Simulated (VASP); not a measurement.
# GaP (F-43m) in VASP: a series of runs

The runs below take GaP through relaxation of cell and atoms, with PBE.

Everything below comes from runs of VASP 6.6.1. Logs are shortened: lines on timing, memory, paths and dates and some standing lists are left out, and cuts for length are marked.

## Step 1: The crystal as given

It takes space group F-43m (No. 216, cubic). The conventional cell has a = 5.451 Å, b = 5.451 Å, c = 5.451 Å, α = 90.00°, β = 90.00°, γ = 90.00°. Ga (site symmetry -43m) has 4 P at 2.36 Å as nearest neighbours. Around P (site symmetry -43m) lie 4 Ga at 2.36 Å.

## Step 2: Relaxation of cell and atoms, PBE

INCAR

```
  PREC = Accurate
  ENCUT = 520
  EDIFF = 1E-7
  ISMEAR = 0
  SIGMA = 0.02
  LREAL = False
  LASPH = True
  NELM = 60
  ALGO = Fast
  ISIF = 3
  LWAVE = False
  LCHARG = False
  GGA = PE
  IBRION = 2
  NSW = 80
  EDIFFG = -0.002
```

KPOINTS

```
Automatic mesh
0
Gamma
  10 10 10
```

POSCAR

```
GaP
1.0
    0.0000000000      2.7252500000      2.7252500000
    2.7252500000      0.0000000000      2.7252500000
    2.7252500000      2.7252500000      0.0000000000
Ga P
1 1
Direct
    0.0000000000      0.0000000000      0.0000000000
    0.2500000000      0.2500000000      0.2500000000
```

Potentials or basis: VASP PAW PBE potentials, release 64 (Ga_d, P).

On the command line:

```console
$ cat potpaw_PBE.64/Ga_d/POTCAR potpaw_PBE.64/P/POTCAR > POTCAR
$ mpirun -np 1 vasp_std > vasp.out
```

OUTCAR:

```text
PREC = Accurate
   ENCUT = 520
   EDIFF = 1E-7
   ISMEAR = 0
   LREAL = False
   LASPH = True
   NELM = 60
   ISIF = 3
   GGA = PE
   IBRION = 2
   NSW = 80
   EDIFFG = -0.002

 ion  position               nearest neighbor table
   1  0.000  0.000  0.000-   2 2.36   2 2.36   2 2.36   2 2.36
   2  0.250  0.250  0.250-   1 2.36   1 2.36   1 2.36   1 2.36

  LATTYP: Found a face centered cubic cell.
 ALAT       =     5.4505000000

  Lattice vectors:

 A1 = (   0.0000000000,   2.7252500000,   2.7252500000)
 A2 = (   2.7252500000,   0.0000000000,   2.7252500000)
 A3 = (   2.7252500000,   2.7252500000,   0.0000000000)

Analysis of symmetry for initial positions (statically):
=====================================================================
 Subroutine PRICEL returns:
 Original cell was already a primitive cell.

 Routine SETGRP: Setting up the symmetry group for a
 face centered cubic supercell.

 Subroutine GETGRP returns: Found 24 space group operations
 (whereof 24 operations were pure point group operations)
 out of a pool of 48 trial point group operations.

The static configuration has the point symmetry T_d .

Analysis of symmetry for dynamics (positions and initial velocities):
=====================================================================
 Subroutine PRICEL returns:
 Original cell was already a primitive cell.

 Routine SETGRP: Setting up the symmetry group for a
 face centered cubic supercell.

 Subroutine GETGRP returns: Found 24 space group operations
 (whereof 24 operations were pure point group operations)
 out of a pool of 48 trial point group operations.

The dynamic configuration has the point symmetry T_d .

 Subroutine INISYM returns: Found 24 space group operations
 (whereof 24 operations are pure point group operations),
 and found     1 'primitive' translations

----------------------------------------------------------------------------------------

                                     Primitive cell

  volume of cell :      40.4808

  direct lattice vectors                    reciprocal lattice vectors
     0.000000000  2.725250000  2.725250000    -0.183469406  0.183469406  0.183469406
     2.725250000  0.000000000  2.725250000     0.183469406 -0.183469406  0.183469406
     2.725250000  2.725250000  0.000000000     0.183469406  0.183469406 -0.183469406

  length of vectors
     3.854085511  3.854085511  3.854085511     0.317778334  0.317778334  0.317778334

  position of ions in fractional coordinates (direct lattice)
     0.000000000  0.000000000  0.000000000
     0.250000000  0.250000000  0.250000000

  ion indices of the primitive-cell ions
   primitive index   ion index
                 1           1
                 2           2

----------------------------------------------------------------------------------------

 KPOINTS: Automatic mesh

Automatic generation of k-mesh.
 Grid dimensions read from file:
 generate k-points for:   10   10   10

 Generating k-lattice:

  Cartesian coordinates                     Fractional coordinates (reciprocal lattice)
    -0.018346941  0.018346941  0.018346941     0.100000000  0.000000000  0.000000000
     0.018346941 -0.018346941  0.018346941     0.000000000  0.100000000  0.000000000
     0.018346941  0.018346941 -0.018346941     0.000000000  0.000000000  0.100000000

  Length of vectors
     0.031777833  0.031777833  0.031777833

  Shift w.r.t. Gamma in fractional coordinates (k-lattice)
     0.000000000  0.000000000  0.000000000

 Subroutine IBZKPT returns following result:
 ===========================================

 Found     47 irreducible k-points:

 Following reciprocal coordinates:
            Coordinates               Weight
  0.000000  0.000000  0.000000      1.000000
  0.100000  0.000000  0.000000      8.000000
  0.200000  0.000000  0.000000      8.000000
  0.300000  0.000000  0.000000      8.000000
  0.400000  0.000000  0.000000      8.000000
  0.500000  0.000000  0.000000      4.000000
[... 16 lines left out ...]
  0.300000  0.300000  0.000000      6.000000
  0.400000  0.300000  0.000000     24.000000
 [... further k-points ...]
   k-points           NKPTS =     47   k-points in BZ     NKDIM =     47   number of bands    NBANDS=     13
   number of dos      NEDOS =    301   number of ions     NIONS =      2
   total plane-waves  NPLWV =  27000
   dimension x,y,z NGX =    30 NGY =   30 NGZ =   30
   dimension x,y,z NGXF=    60 NGYF=   60 NGZF=   60
   ions per type =               1   1
   NGX,Y,Z   is equivalent  to a cutoff of  12.94, 12.94, 12.94 a.u.
   NGXF,Y,Z  is equivalent  to a cutoff of  25.88, 25.88, 25.88 a.u.
 SYSTEM =  unknown system
   PREC   = accura    normal or accurate (medium, high low for compatibility)
   ISTART =      0    job   : 0-new  1-cont  2-samecut
   ICHARG =      2    charge: 1-file 2-atom 10-const
   ISPIN  =      1    spin polarized calculation?
   LNONCOLLINEAR =      F non collinear calculations
   LSORBIT =      F    spin-orbit coupling
   LASPH  =      T    aspherical Exc in radial PAW
   ENCUT  =  520.0 eV  38.22 Ry    6.18 a.u.   7.17  7.17  7.17*2*pi/ulx,y,z
   NELM   =     60;   NELMIN=  2; NELMDL= -5     # of ELM steps
   EDIFF  = 0.1E-06   stopping-criterion for ELM
   LREAL  =      F    real-space projection
   EDIFFG = -.2E-02   stopping-criterion for IOM
   NSW    =     80    number of steps for IOM
   IBRION =      2    ionic relax: 0-MD 1-quasi-New 2-CG
   NFREE  =      1    steps in history (QN), initial steepest desc. (CG)
   ISIF   =      3    stress and relaxation
   ISYM   =      2    0-nonsym 1-usesym 2-fastsym
   POTIM  = 0.5000    time-step for ionic-motion
   TEBEG  =    0.0;   TEEND  =   0.0 temperature during run
   PSTRESS=    0.0 pullay stress
   NELECT =      18.0000    total number of electrons
   NUPDOWN=      -1.0000    fix difference up-down
   EMIN   =  10.00;   EMAX   =-10.00  energy-range for DOS
   EFERMI =   0.00;   METHOD = LEGACY
   ISMEAR =     0;   SIGMA  =   0.02  broadening in eV -4-tet -1-fermi 0-gaus
   EFERMI_NEDOS =   21; number of points for ismear=-14 and -15
   IALGO  =     68    algorithm
   IMIX   =      4    mixing-type and parameters
     AMIX     =   0.40;   BMIX     =  1.00
     AMIX_MAG =   1.60;   BMIX_MAG =  1.00
  volume/ion in A,a.u.               =      20.24       136.59
  Fermi-wavevector in a.u.,A,eV,Ry     =   1.249538  2.361284 21.243377  1.561344
  Thomas-Fermi vector in A             =   2.383574
   LORBIT       =      0    0 simple, 1 ext, 2 COOP (PROOUT), +10 PAW based schemes
   GGA     = PE    functional components
   LHFCALC =     F    Hartree Fock is set to
   AEXX    =    0.0000 exact exchange contribution
   IVDW    =     0    specifies the selected vdW correction
   LEPSILON=     F    determine dielectric tensor
   LRPA    =     F    only Hartree local field effects (RPA)
 conjugate gradient relaxation of ions
 non-spin polarized calculation
 RMM-DIIS sequential band-by-band and
 Gauss-broadening in eV      SIGMA  =   0.02
  energy-cutoff  :      520.00
  volume of cell :       40.48
 maximum number of plane-waves:      1106
 NGX is ok and might be reduce to    30
   NGX = 15   NGY = 15   NGZ = 15

--------------------------------------- Ionic step        1  -------------------------------------------

 number of electron      17.9999989 magnetization

 Free energy of the ion-electron system (eV)
  ---------------------------------------------------
  ext. energy  EPLUGINS =         0.00000000
  ---------------------------------------------------
  free energy    TOTEN  =        -9.11811951 eV

  energy without entropy =       -9.11811951  energy(sigma->0) =       -9.11811951

------------------------ aborting loop because EDIFF is reached ----------------------------------------

  FORCE on cell =-STRESS in cart. coord.  units (eV):
  Direction    XX          YY          ZZ          XY          YZ          ZX
  --------------------------------------------------------------------------------------
  -------------------------------------------------------------------------------------
  Total        0.6318252      0.6318252      0.6318252      0.0000000      0.0000000     -0.0000000
  in kB       25.0068226     25.0068226     25.0068226      0.0000000      0.0000000     -0.0000000
  external PRESSURE =      25.0068226 kB  Pullay stress =       0.0000000 kB

 VOLUME and BASIS-vectors are now :
 -----------------------------------------------------------------------------
  energy-cutoff  :      520.00
  volume of cell :       40.48
      direct lattice vectors                 reciprocal lattice vectors
     0.000000000  2.725250000  2.725250000    -0.183469406  0.183469406  0.183469406
     2.725250000  0.000000000  2.725250000     0.183469406 -0.183469406  0.183469406
     2.725250000  2.725250000  0.000000000     0.183469406  0.183469406 -0.183469406
[... 37 lines left out ...]
 POSITION                                       TOTAL-FORCE (eV/Angst)
 -----------------------------------------------------------------------------------
      2.76678      5.53357      2.76678         0.000000      0.000000      0.000000
      1.38339      1.38339      1.38339        -0.000000     -0.000000     -0.000000
 -----------------------------------------------------------------------------------
    total drift:                                0.000002      0.000002      0.000002

  FREE ENERGIE OF THE ION-ELECTRON SYSTEM (eV)
  ---------------------------------------------------
  free  energy   TOTEN  =        -9.1252097294 eV

  energy  without entropy=       -9.1252097294  energy(sigma->0) =       -9.12520973

--------------------------------------- Ionic step        3  -------------------------------------------

 number of electron      18.0000003 magnetization

 Free energy of the ion-electron system (eV)
  ---------------------------------------------------
  ext. energy  EPLUGINS =         0.00000000
  ---------------------------------------------------
  free energy    TOTEN  =        -9.12746148 eV

  energy without entropy =       -9.12746148  energy(sigma->0) =       -9.12746148

 E-fermi :   4.4417     XC(G=0):  -9.6967

 val. band max:        4.3486700442   @ k =   0.0000   0.0000   0.0000
 cond. band min:       5.9270100035   @ k =   0.0000   0.0000   0.0000
 fundamental gap:      1.5783399592
 Fermi energy:         4.4417461186

 k-point     1 :       0.0000    0.0000    0.0000
  band No.  band energies     occupation
      1     -10.1537      2.00000
      2     -10.1537      2.00000
      3     -10.1537      2.00000
      4     -10.0629      2.00000
      5     -10.0629      2.00000
      6      -7.9204      2.00000
      7       4.3487      2.00000
      8       4.3487      2.00000
      9       4.3487      2.00000
     10       5.9270      0.00000
     11       8.2450      0.00000
     12       8.2450      0.00000
     13       8.2450      0.00000

 k-point     2 :       0.1000    0.0000    0.0000
  band No.  band energies     occupation
      1     -10.1615      2.00000
      2     -10.1509      2.00000
      3     -10.1509      2.00000
      4     -10.0629      2.00000
      5     -10.0629      2.00000
      6      -7.7954      2.00000
      7       3.1582      2.00000
      8       4.2019      2.00000
      9       4.2019      2.00000
     10       6.5534      0.00000
     11       8.4728      0.00000
[... 339 lines left out ...]
 k-point    24 :       0.4000    0.3000    0.0000
  band No.  band energies     occupation
      1     -10.2399      2.00000
      2     -10.1105      2.00000
      3     -10.1087      2.00000
      4     -10.0845      2.00000
      5     -10.0481      2.00000
      6      -6.0219      2.00000
      7      -0.9610      2.00000
      8       1.8606      2.00000
      9       2.1922      2.00000
     10       6.4193      0.00000
     11       7.4694      0.00000
     12      11.8313      0.00000
     13      12.3290      0.00000

 [... further k-points ...]
[... 5 lines left out ...]
  --------------------------------------------------------------------------------------
  -------------------------------------------------------------------------------------
  Total        0.0033433      0.0033433      0.0033433     -0.0000000      0.0000000      0.0000000
  in kB        0.1283944      0.1283944      0.1283944     -0.0000000      0.0000000      0.0000000
  external PRESSURE =       0.1283944 kB  Pullay stress =       0.0000000 kB

 VOLUME and BASIS-vectors are now :
 -----------------------------------------------------------------------------
  energy-cutoff  :      520.00
  volume of cell :       41.72
      direct lattice vectors                 reciprocal lattice vectors
     0.000000000  2.752763878  2.752763878    -0.181635630  0.181635630  0.181635630
     2.752763878  0.000000000  2.752763878     0.181635630 -0.181635630  0.181635630
     2.752763878  2.752763878  0.000000000     0.181635630  0.181635630 -0.181635630

 POSITION                                       TOTAL-FORCE (eV/Angst)
 -----------------------------------------------------------------------------------
      0.00000      0.00000      0.00000         0.000000      0.000000      0.000000
      1.37638      1.37638      1.37638        -0.000000     -0.000000     -0.000000
 -----------------------------------------------------------------------------------
    total drift:                                0.000002      0.000002      0.000002

  FREE ENERGIE OF THE ION-ELECTRON SYSTEM (eV)
  ---------------------------------------------------
  free  energy   TOTEN  =        -9.1274614845 eV

  energy  without entropy=       -9.1274614845  energy(sigma->0) =       -9.12746148

 reached required accuracy - stopping structural energy minimisation
```

Run time: 36 s. Hardware: 1 thread of Intel Xeon 6975P-C (Granite Rapids), shared host; peak memory 0.18 GiB.

Results:

- Free energy: -9.1275 eV
- Relaxed volume: 20.86 Å³/atom
- Relaxed cell: a = 3.893 Å, b = 3.893 Å, c = 3.893 Å, α = 60.00°, β = 60.00°, γ = 60.00°
- Space group after relaxing (to 0.05 Å): F-43m (No. 216)
- Energy gained by relaxing: 4.7 meV/atom
- Ionic steps: 3
- Pressure after relaxing: 0.0 GPa
- Band gap on the k mesh: 1.58 eV, direct

Step by step:
```
step  energy change (eV)  largest force (eV/Å)  pressure (GPa)  volume (Å³)
   1              0.0000                0.0000            2.50        40.48
   2             -0.0071                0.0000           -1.13        42.36
   3             -0.0093                0.0000            0.01        41.72
```

Final structure:
```xyz
2
Lattice="0.0000 2.7528 2.7528 2.7528 0.0000 2.7528 2.7528 2.7528 0.0000" Properties=species:S:1:pos:R:3 pbc="T T T"
Ga    0.0000    0.0000    0.0000
P     1.3764    1.3764    1.3764
```

Levels at points of the mesh, in eV from the valence-band top:
| k point | band 7 | band 8 | band 9 | band 10 | band 11 | band 12 |
| --- | --- | --- | --- | --- | --- | --- |
| (0.00, 0.00, 0.00) | 0.00 | 0.00 | 0.00 | 1.58 | 3.90 | 3.90 |
| (0.50, 0.00, 0.00) | -6.46 | -1.07 | -1.07 | 1.58 | 4.73 | 4.73 |
| (0.50, 0.50, 0.00) | -6.61 | -2.58 | -2.58 | 1.72 | 1.85 | 10.37 |

A k mesh can miss the band edges. Zero-point motion and thermal expansion aren't in these numbers.

## Step 3: Relaxation of cell and atoms, PBE

This run uses another cell than the first one, of 20.86 Å³/atom, 1.031 times its volume.

INCAR is that of step 2.

KPOINTS is that of step 2.

POSCAR

```
GaP                                     
1.0
    0.0000000000      2.7527638777      2.7527638777
    2.7527638777      0.0000000000      2.7527638777
    2.7527638777      2.7527638777      0.0000000000
  Ga              P             
     1     1
Direct
     0.0000000000000000    0.0000000000000000    0.0000000000000000
     0.2500000000000000    0.2500000000000000    0.2500000000000000
```

Potentials or basis: VASP PAW PBE potentials, release 64 (Ga_d, P).

On the command line:

```console
$ cat potpaw_PBE.64/Ga_d/POTCAR potpaw_PBE.64/P/POTCAR > POTCAR
$ mpirun -np 1 vasp_std > vasp.out
```

It took 36 s on 1 thread of Intel Xeon 6975P-C (Granite Rapids), shared host; peak memory 0.18 GiB.

Results (log left out):

| Item | Value |
| --- | --- |
| Free energy | -9.1276 eV |
| Relaxed volume | 20.87 Å³/atom |
| Relaxed cell | a = 3.893 Å, b = 3.893 Å, c = 3.893 Å, α = 60.00°, β = 60.00°, γ = 60.00° |
| Space group after relaxing (to 0.05 Å) | F-43m (No. 216) |
| Energy gained by relaxing | 0.0 meV/atom |
| Ionic steps | 5 |
| Pressure after relaxing | 0.0 GPa |
| Band gap on the k mesh | 1.58 eV, direct |

Final structure:
```
CELL_PARAMETERS angstrom
0.00000 2.75308 2.75308
2.75308 0.00000 2.75308
2.75308 2.75308 0.00000
ATOMIC_POSITIONS crystal
Ga 0.00000 0.00000 0.00000
P 0.25000 0.25000 0.25000
```

Levels at points of the mesh, in eV from the valence-band top:
```
           k point  band 5  band 6  band 7  band 8  band 9  band 10  band 11  band 12  band 13
(0.00, 0.00, 0.00)  -14.41  -12.27    0.00    0.00    0.00     1.58     3.90     3.90     3.90
(0.50, 0.00, 0.00)  -14.40  -10.30   -6.46   -1.07   -1.07     1.58     4.73     4.73     8.23
(0.50, 0.50, 0.00)  -14.39   -9.44   -6.61   -2.58   -2.58     1.72     1.85    10.37    10.37
```

A k mesh can miss the band edges. Expect the measured gap to be larger: semilocal functionals such as PBE lack the derivative discontinuity.
